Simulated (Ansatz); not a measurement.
## AlGaN2: strain energy, fitted

AlGaN2, P-4m2, a = 3.139 Å, c = 4.422 Å. The structure is a Materials Project entry; whether it is the stable form wasn't checked. Ansatz: r2SCAN, PAW, 500 eV, Γ-centred 8×8×6 mesh on 4 atoms, Gaussian smearing 0.02 eV; no spin polarisation. Series: biaxial strain in the a-b plane, c and atoms relaxed; x is the strain in per cent. y is the free energy over the unstrained cell, V0 = 10.890 Å³/atom.

```
x (%) y (meV/atom)
 -6.0             ?
 -4.0         34.65
 -2.0          8.21
  0.0          0.00
  2.0          7.40
  4.0         28.09
  6.0         60.08
```

Problem. Fit y = c2 x² + c3 x³ to the other rows, turn c2 into a modulus, and predict the missing energy.

Solution. Least squares on the rows shown. y = 1.9644 x² − 0.049550 x³. In eV per unit strain² c2 is 19.64; M is the biaxial modulus (E = M V0 ε²): 19.64 × 160.2 / (10.890) = 289 GPa. At x = -6.0 the fit asked for gives 81.42 meV/atom. The run gave 82.22 meV/atom, so the fit is 0.80 meV/atom too low, 0.97 % of the span of the series, against an rms of 0.09 meV/atom on the fitted rows. The row lies outside the fitted range. With a term in x⁴ added, a fit to the same known rows predicts 82.22 meV/atom, so most of the miss is curvature that the known rows already hold.